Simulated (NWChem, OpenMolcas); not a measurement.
# Swapping F for Cl on C: the atomisation energy

On one C centre that keeps H, n of the F ligands are replaced by Cl. The atomisation energy (no zero-point term) y in kJ/mol at B3LYP/6-31G* (Cartesian functions). Shapes: PBE0-D4/def2-TZVP. Programs: NWChem 7.3.0, OpenMolcas 26.06. A level may come from different programs for different species; with the same settings they agree closely.

```
molecule  n  y (kJ/mol)
    CHF3  0        1923
  CHClF2  1        1727
  CHCl2F  2           ?
   CHCl3  3        1372
```

Task: Fit y = c + s·n to the known rows and predict CHCl2F.

Result: 
1. Means of the 3 rows: n = 1.33333, y = 1674.0.
2. Σ(Δn)² = 4.6667, Σ(Δn·Δy) = -853, so the slope is -853/4.6667 = -182.78.
3. Intercept: 1674.0 − (-182.78) × 1.33333 = 1917.7. The largest residual of the fit is 7.9.
4. CHCl2F: 1917.7 + (-182.78) × 2 = 1552 kJ/mol.

The run gave 1542 kJ/mol, so the prediction is off by +10 kJ/mol, more than the largest residual. The steps per swap are -196, -185, -170 kJ/mol. The slope is only an average step. Other levels give for CHCl2F: HF/STO-3G 1118 kJ/mol. Spin-orbit coupling of the free atoms (F 2, Cl 4 kJ/mol each; the atoms kept shift only the intercept) is left out.
